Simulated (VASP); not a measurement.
# SnTe (F-43m) in VASP: a series of runs

Runs on SnTe. Level: PBEsol. Tasks: dielectric tensor.

Everything below comes from runs of VASP 6.6.1. Logs are shortened: lines on timing, memory, paths and dates and some standing lists are left out, and cuts for length are marked.

## 1. The crystal as given

It takes space group F-43m (No. 216, cubic). The conventional cell has a = 7.222 Å, b = 7.222 Å, c = 7.222 Å, α = 90.00°, β = 90.00°, γ = 90.00°. Te (site symmetry -43m) has 4 Sn at 3.13 Å as nearest neighbours. Sn (site symmetry -43m) is surrounded by 4 Te at 3.13 Å.

Measurements of this composition are mostly on another form, of space group No. 225.

## 2. Dielectric tensor, PBEsol

INCAR reads:

```
SYSTEM = SnTe
PREC = Accurate
ENCUT = 400
EDIFF = 1E-8
ISMEAR = 0
SIGMA = 0.01
LREAL = .FALSE.
LASPH = .TRUE.
NELM = 100
ALGO = Normal
ISIF = 2
LWAVE = .FALSE.
LCHARG = .FALSE.
GGA = PS
LEPSILON = .TRUE.
```

KPOINTS reads:

```
regular mesh
0
G
  4 4 4
  0 0 0
```

POSCAR reads:

```
SnTe
1.0
    0.0000000000      3.6111460000      3.6111460000
    3.6111460000      0.0000000000      3.6111460000
    3.6111460000      3.6111460000      0.0000000000
Te Sn
1 1
Direct
    0.2500000000      0.2500000000      0.2500000000
    0.0000000000      0.0000000000      0.0000000000
```

Potentials or basis: VASP PAW PBE potentials, release 64 (Te, Sn_d).

On the command line:

```
cat potpaw_PBE.64/Te/POTCAR potpaw_PBE.64/Sn_d/POTCAR > POTCAR
mpirun -np 1 vasp_std > vasp.out
```

OUTCAR:

```text
SYSTEM = SnTe
   PREC = Accurate
   ENCUT = 400
   EDIFF = 1E-8
   ISMEAR = 0
   LREAL = .FALSE.
   LASPH = .TRUE.
   NELM = 100
   ISIF = 2
   GGA = PS
   LEPSILON = .TRUE.

 Found      8 irreducible k-points:

 Following reciprocal coordinates:
            Coordinates               Weight
  0.000000  0.000000  0.000000      1.000000
  0.250000  0.000000  0.000000      8.000000
  0.500000  0.000000  0.000000      4.000000
  0.250000  0.250000  0.000000      6.000000
  0.500000  0.250000  0.000000     24.000000
 -0.250000  0.250000  0.000000     12.000000
   k-points           NKPTS =      8   k-points in BZ     NKDIM =      8   number of bands    NBANDS=     14
   number of dos      NEDOS =    301   number of ions     NIONS =      2
   total plane-waves  NPLWV =  46656
   dimension x,y,z NGX =    36 NGY =   36 NGZ =   36
   dimension x,y,z NGXF=    72 NGYF=   72 NGZF=   72
   ions per type =               1   1
   NGX,Y,Z   is equivalent  to a cutoff of  11.72, 11.72, 11.72 a.u.
   NGXF,Y,Z  is equivalent  to a cutoff of  23.44, 23.44, 23.44 a.u.
 SYSTEM =  SnTe
   PREC   = accura    normal or accurate (medium, high low for compatibility)
   ISTART =      0    job   : 0-new  1-cont  2-samecut
   ICHARG =      2    charge: 1-file 2-atom 10-const
   ISPIN  =      1    spin polarized calculation?
   LNONCOLLINEAR =      F non collinear calculations
   LSORBIT =      F    spin-orbit coupling
   LASPH  =      T    aspherical Exc in radial PAW
   ENCUT  =  400.0 eV  29.40 Ry    5.42 a.u.   8.33  8.33  8.33*2*pi/ulx,y,z
   NELM   =    100;   NELMIN=  2; NELMDL= -5     # of ELM steps
   EDIFF  = 0.1E-07   stopping-criterion for ELM
   LREAL  =      F    real-space projection
   EDIFFG = 0.1E-06   stopping-criterion for IOM
   NSW    =      0    number of steps for IOM
   IBRION =     -1    ionic relax: 0-MD 1-quasi-New 2-CG
   NFREE  =      0    steps in history (QN), initial steepest desc. (CG)
   ISIF   =      2    stress and relaxation
   ISYM   =      2    0-nonsym 1-usesym 2-fastsym
   POTIM  = 0.5000    time-step for ionic-motion
   TEBEG  =    0.0;   TEEND  =   0.0 temperature during run
   PSTRESS=    0.0 pullay stress
   NELECT =      20.0000    total number of electrons
   NUPDOWN=      -1.0000    fix difference up-down
   EMIN   =  10.00;   EMAX   =-10.00  energy-range for DOS
   EFERMI =   0.00;   METHOD = LEGACY
   ISMEAR =     0;   SIGMA  =   0.01  broadening in eV -4-tet -1-fermi 0-gaus
   EFERMI_NEDOS =   21; number of points for ismear=-14 and -15
   IALGO  =     38    algorithm
   IMIX   =      4    mixing-type and parameters
     AMIX     =   0.40;   BMIX     =  1.00
     AMIX_MAG =   1.60;   BMIX_MAG =  1.00
[... 153 lines left out ...]
      0.00000      0.00000      0.00000        -0.000000     -0.000000     -0.000000
 -----------------------------------------------------------------------------------
    total drift:                               -0.000000     -0.000000     -0.000000

  FREE ENERGIE OF THE ION-ELECTRON SYSTEM (eV)
  ---------------------------------------------------
  free  energy   TOTEN  =        -7.6120781722 eV

  energy  without entropy=       -7.6120365892  energy(sigma->0) =       -7.61205738

 HEAD OF MICROSCOPIC STATIC DIELECTRIC TENSOR (INDEPENDENT PARTICLE, excluding Hartree and local field effects)
 ------------------------------------------------------
          12.768874    -0.000000     0.000000
           0.000000    12.768874     0.000000
           0.000000    -0.000000    12.768874
 ------------------------------------------------------

 Free energy of the ion-electron system (eV)
  ---------------------------------------------------
  ---------------------------------------------------
  free energy    TOTEN  =        -2.88814455 eV

  energy without entropy =       -2.88814455

------------------------ aborting loop because EDIFF is reached ----------------------------------------

--------------------------------------- Ionic step        2  -------------------------------------------

------------------------ aborting loop because EDIFF is reached ----------------------------------------

--------------------------------------- Ionic step        3  -------------------------------------------

 Free energy of the ion-electron system (eV)
  ---------------------------------------------------
  ---------------------------------------------------
  free energy    TOTEN  =        -2.88824759 eV

  energy without entropy =       -2.88824759

------------------------ aborting loop because EDIFF is reached ----------------------------------------

 PIEZOELECTRIC TENSOR FIELD DIRECTION 3  (e Angst)
 -----------------------------------------------------------------------------
    -0.00322 -5.53083  0.00000           ( -0.00000 -0.03829  0.00000)
    -5.53083 -0.00322  0.00000           ( -0.03829 -0.00000  0.00000)
     0.00000  0.00000 -0.00682           (  0.00000  0.00000 -0.00000)

 PIEZOELECTRIC TENSOR FIELD DIRECTION 3  (C/m^2)
 -----------------------------------------------------------------------------
    -0.00055 -0.94088  0.00000
    -0.94088 -0.00055  0.00000
     0.00000  0.00000 -0.00116

 MACROSCOPIC STATIC DIELECTRIC TENSOR (including local field effects in DFT)
 ------------------------------------------------------
          11.362520     0.000000     0.000000
           0.000000    11.362520     0.000000
          -0.000000     0.000000    11.362520
 ------------------------------------------------------

 PIEZOELECTRIC TENSOR (including local field effects)  for field in x, y, z        (e  Angst)
          XX          YY          ZZ          XY          YZ          ZX
  --------------------------------------------------------------------------------
  x     0.00000    -0.00000    -0.00000     0.00000    -5.49793     0.00000
  y     0.00000    -0.00000     0.00000    -0.00000     0.00000    -5.49793
  z     0.00000     0.00000     0.00000    -5.49793    -0.00000     0.00000

 PIEZOELECTRIC TENSOR (including local field effects)  for field in x, y, z        (C/m^2)
          XX          YY          ZZ          XY          YZ          ZX
  --------------------------------------------------------------------------------
  x     0.00000    -0.00000    -0.00000     0.00000    -0.93529     0.00000
  y     0.00000    -0.00000     0.00000    -0.00000     0.00000    -0.93529
  z     0.00000     0.00000     0.00000    -0.93529    -0.00000     0.00000

 BORN EFFECTIVE CHARGES (including local field effects) (in |e|, cummulative output)
 ---------------------------------------------------------------------------------
 ion    1
    1    -2.03351     0.00000     0.00000
    2     0.00000    -2.03351     0.00000
    3    -0.00000    -0.00000    -2.03351
 ion    2
    1     2.03351     0.00000     0.00000
    2     0.00000     2.03351     0.00000
    3     0.00000     0.00000     2.03351
```

OSZICAR:

```text
[... 13 lines left out ...]
RMM:   6    -0.288575168588E+01   -0.12213E-01   -0.23643E-03   936   0.337E-01    0.546E-02
RMM:   7    -0.288668064687E+01   -0.92896E-03   -0.12726E-03   894   0.126E-01    0.213E-02
RMM:   8    -0.288839256696E+01   -0.17119E-02   -0.47175E-04   914   0.503E-02    0.784E-03
RMM:   9    -0.288822725917E+01    0.16531E-03   -0.96082E-05   937   0.160E-02    0.286E-03
RMM:  10    -0.288834702921E+01   -0.11977E-03   -0.46177E-05   945   0.572E-03    0.886E-04
RMM:  11    -0.288825173183E+01    0.95297E-04    0.14152E-05   990   0.205E-03    0.360E-04
RMM:  12    -0.288825718208E+01   -0.54503E-05   -0.18950E-05   982   0.708E-04    0.108E-04
RMM:  13    -0.288824843910E+01    0.87430E-05    0.28769E-06   978   0.255E-04    0.417E-05
RMM:  14    -0.288824758541E+01    0.85369E-06    0.52050E-07   667   0.936E-05    0.878E-06
```

Run time: 95 s. Hardware: 1 thread of Intel Xeon Platinum 8488C (Sapphire Rapids), shared host; peak memory 0.24 GiB.

These settings aren't checked as converged: the numbers below hold their error.

What came out:

```yaml
Band_gap_on_the_k_mesh: 0.03 eV, indirect (least direct gap 0.76 eV)
Electronic_dielectric_tensor_diagonal: 11.36
Born_charges_mean_of_the_diagonal: Te -2.03; Sn +2.03 e
```

Caveat: the gap is small at this level, which inflates the dielectric constant; spin-orbit coupling is left out, which moves the levels of the heavy elements.

## 3. Dielectric tensor, PBEsol

Changes to INCAR since step 2:

```diff
@@ -2,3 +2,3 @@
 PREC = Accurate
-ENCUT = 400
+ENCUT = 520
 EDIFF = 1E-8
```

KPOINTS is that of step 2.

POSCAR is that of step 2.

Potentials or basis: VASP PAW PBE potentials, release 64 (Te, Sn_d).

On the command line:

```
cat potpaw_PBE.64/Te/POTCAR potpaw_PBE.64/Sn_d/POTCAR > POTCAR
mpirun -np 1 vasp_std > vasp.out
```

OUTCAR:

```text
SYSTEM = SnTe
   PREC = Accurate
   ENCUT = 520
   EDIFF = 1E-8
   ISMEAR = 0
   LREAL = .FALSE.
   LASPH = .TRUE.
   NELM = 100
   ISIF = 2
   GGA = PS
   LEPSILON = .TRUE.

 Found      8 irreducible k-points:

 Following reciprocal coordinates:
            Coordinates               Weight
  0.000000  0.000000  0.000000      1.000000
  0.250000  0.000000  0.000000      8.000000
  0.500000  0.000000  0.000000      4.000000
  0.250000  0.250000  0.000000      6.000000
  0.500000  0.250000  0.000000     24.000000
 -0.250000  0.250000  0.000000     12.000000
[... 243 lines left out ...]
    -0.00054 -0.94111  0.00000
    -0.94111 -0.00054  0.00000
     0.00000  0.00000 -0.00119

 MACROSCOPIC STATIC DIELECTRIC TENSOR (including local field effects in DFT)
 ------------------------------------------------------
          11.362574    -0.000000    -0.000000
          -0.000000    11.362574     0.000000
          -0.000000    -0.000000    11.362574
 ------------------------------------------------------

 PIEZOELECTRIC TENSOR (including local field effects)  for field in x, y, z        (e  Angst)
          XX          YY          ZZ          XY          YZ          ZX
  --------------------------------------------------------------------------------
  x    -0.00000    -0.00000    -0.00000     0.00000    -5.49928    -0.00000
  y     0.00000    -0.00000     0.00000     0.00000     0.00000    -5.49928
  z     0.00000     0.00000     0.00000    -5.49928     0.00000     0.00000

 PIEZOELECTRIC TENSOR (including local field effects)  for field in x, y, z        (C/m^2)
          XX          YY          ZZ          XY          YZ          ZX
  --------------------------------------------------------------------------------
  x    -0.00000    -0.00000    -0.00000     0.00000    -0.93552    -0.00000
  y     0.00000    -0.00000     0.00000     0.00000     0.00000    -0.93552
  z     0.00000     0.00000     0.00000    -0.93552     0.00000     0.00000

 BORN EFFECTIVE CHARGES (including local field effects) (in |e|, cummulative output)
 ---------------------------------------------------------------------------------
 ion    1
    1    -2.03382     0.00000     0.00000
    2     0.00000    -2.03382     0.00000
    3     0.00000     0.00000    -2.03382
 ion    2
    1     2.03382    -0.00000    -0.00000
    2    -0.00000     2.03382    -0.00000
    3     0.00000     0.00000     2.03382
```

Run time: 2.5 min. Hardware: 1 thread of Intel Xeon Platinum 8488C (Sapphire Rapids), shared host; peak memory 0.3 GiB.

The run converged, but some of its settings lie outside the range that counts as converged, so its numbers aren't taken as properties of the crystal.

What came out:

```
Band gap on the k mesh                  : 0.03 eV, indirect (least direct gap 0.76 eV)
Electronic dielectric tensor (diagonal) : 11.36
Born charges (mean of the diagonal)     : Te -2.03; Sn +2.03 e
```

Caveat: the gap is small at this level, which inflates the dielectric constant; spin-orbit coupling is left out, which moves the levels of the heavy elements.

## 4. Dielectric tensor, PBEsol

Changes to INCAR since step 3:

```diff
@@ -2,3 +2,3 @@
 PREC = Accurate
-ENCUT = 520
+ENCUT = 400
 EDIFF = 1E-8
```

KPOINTS reads:

```
regular mesh
0
G
  5 5 5
  0 0 0
```

POSCAR is that of step 3.

Potentials or basis: VASP PAW PBE potentials, release 64 (Te, Sn_d).

On the command line:

```
cat potpaw_PBE.64/Te/POTCAR potpaw_PBE.64/Sn_d/POTCAR > POTCAR
mpirun -np 1 vasp_std > vasp.out
```

OUTCAR:

```text
SYSTEM = SnTe
   PREC = Accurate
   ENCUT = 400
   EDIFF = 1E-8
   ISMEAR = 0
   LREAL = .FALSE.
   LASPH = .TRUE.
   NELM = 100
   ISIF = 2
   GGA = PS
   LEPSILON = .TRUE.

 Found     10 irreducible k-points:

 Following reciprocal coordinates:
            Coordinates               Weight
  0.000000  0.000000  0.000000      1.000000
  0.200000  0.000000  0.000000      8.000000
  0.400000  0.000000  0.000000      8.000000
  0.200000  0.200000  0.000000      6.000000
  0.400000  0.200000  0.000000     24.000000
 -0.400000  0.200000  0.000000     24.000000
   k-points           NKPTS =     10   k-points in BZ     NKDIM =     10   number of bands    NBANDS=     14
   number of dos      NEDOS =    301   number of ions     NIONS =      2
   total plane-waves  NPLWV =  46656
   dimension x,y,z NGX =    36 NGY =   36 NGZ =   36
   dimension x,y,z NGXF=    72 NGYF=   72 NGZF=   72
   ions per type =               1   1
   NGX,Y,Z   is equivalent  to a cutoff of  11.72, 11.72, 11.72 a.u.
   NGXF,Y,Z  is equivalent  to a cutoff of  23.44, 23.44, 23.44 a.u.
 SYSTEM =  SnTe
   PREC   = accura    normal or accurate (medium, high low for compatibility)
   ISTART =      0    job   : 0-new  1-cont  2-samecut
   ICHARG =      2    charge: 1-file 2-atom 10-const
   ISPIN  =      1    spin polarized calculation?
   LNONCOLLINEAR =      F non collinear calculations
   LSORBIT =      F    spin-orbit coupling
   LASPH  =      T    aspherical Exc in radial PAW
   ENCUT  =  400.0 eV  29.40 Ry    5.42 a.u.   8.33  8.33  8.33*2*pi/ulx,y,z
   NELM   =    100;   NELMIN=  2; NELMDL= -5     # of ELM steps
   EDIFF  = 0.1E-07   stopping-criterion for ELM
   LREAL  =      F    real-space projection
   EDIFFG = 0.1E-06   stopping-criterion for IOM
   NSW    =      0    number of steps for IOM
   IBRION =     -1    ionic relax: 0-MD 1-quasi-New 2-CG
   NFREE  =      0    steps in history (QN), initial steepest desc. (CG)
   ISIF   =      2    stress and relaxation
   ISYM   =      2    0-nonsym 1-usesym 2-fastsym
   POTIM  = 0.5000    time-step for ionic-motion
   TEBEG  =    0.0;   TEEND  =   0.0 temperature during run
   PSTRESS=    0.0 pullay stress
   NELECT =      20.0000    total number of electrons
[... 176 lines left out ...]
           0.000000    -0.000000    13.690807
 ------------------------------------------------------

 Free energy of the ion-electron system (eV)
  ---------------------------------------------------
  ---------------------------------------------------
  free energy    TOTEN  =        -3.13294928 eV

  energy without entropy =       -3.13294928

------------------------ aborting loop because EDIFF is reached ----------------------------------------

--------------------------------------- Ionic step        2  -------------------------------------------

------------------------ aborting loop because EDIFF is reached ----------------------------------------

--------------------------------------- Ionic step        3  -------------------------------------------

 Free energy of the ion-electron system (eV)
  ---------------------------------------------------
  ---------------------------------------------------
  free energy    TOTEN  =        -3.13304145 eV

  energy without entropy =       -3.13304145

------------------------ aborting loop because EDIFF is reached ----------------------------------------

 PIEZOELECTRIC TENSOR FIELD DIRECTION 3  (e Angst)
 -----------------------------------------------------------------------------
    -0.00062 -5.55151  0.00000           (  0.00000 -0.03380  0.00000)
    -5.55151 -0.00062  0.00000           ( -0.03380  0.00000  0.00000)
     0.00000  0.00000 -0.01359           (  0.00000  0.00000  0.00001)

 PIEZOELECTRIC TENSOR FIELD DIRECTION 3  (C/m^2)
 -----------------------------------------------------------------------------
    -0.00011 -0.94440  0.00000
    -0.94440 -0.00011  0.00000
     0.00000  0.00000 -0.00231

 MACROSCOPIC STATIC DIELECTRIC TENSOR (including local field effects in DFT)
 ------------------------------------------------------
          12.282002     0.000000     0.000000
          -0.000000    12.282002     0.000000
          -0.000000     0.000000    12.282002
 ------------------------------------------------------

 PIEZOELECTRIC TENSOR (including local field effects)  for field in x, y, z        (e  Angst)
          XX          YY          ZZ          XY          YZ          ZX
  --------------------------------------------------------------------------------
  x     0.00000    -0.00000    -0.00000     0.00000    -5.52730     0.00000
  y    -0.00000     0.00000    -0.00000     0.00000     0.00000    -5.52730
  z     0.00000    -0.00000     0.00000    -5.52730     0.00000    -0.00000

 PIEZOELECTRIC TENSOR (including local field effects)  for field in x, y, z        (C/m^2)
          XX          YY          ZZ          XY          YZ          ZX
  --------------------------------------------------------------------------------
  x     0.00000    -0.00000    -0.00000     0.00000    -0.94028     0.00000
  y    -0.00000     0.00000    -0.00000     0.00000     0.00000    -0.94028
  z     0.00000    -0.00000     0.00000    -0.94028     0.00000    -0.00000

 BORN EFFECTIVE CHARGES (including local field effects) (in |e|, cummulative output)
 ---------------------------------------------------------------------------------
 ion    1
    1    -2.17638     0.00000     0.00000
    2     0.00000    -2.17638     0.00000
    3     0.00000     0.00000    -2.17638
 ion    2
    1     2.17638     0.00000     0.00000
    2     0.00000     2.17638     0.00000
    3     0.00000     0.00000     2.17638
```

Wall time 2.2 min (1 thread of Intel Xeon Platinum 8488C (Sapphire Rapids), shared host); peak memory 0.25 GiB.

The run converged, but some of its settings lie outside the range that counts as converged, so its numbers aren't taken as properties of the crystal.

What came out:

```
Band gap on the k mesh                  : 0.36 eV, indirect (least direct gap 0.81 eV)
Electronic dielectric tensor (diagonal) : 12.28
Born charges (mean of the diagonal)     : Te -2.18; Sn +2.18 e
```

Caveat: the gap is small at this level, which inflates the dielectric constant; spin-orbit coupling is left out, which moves the levels of the heavy elements; an odd mesh through Γ misses points on the zone boundary, where band edges often lie.

[end of part 1 of 2]
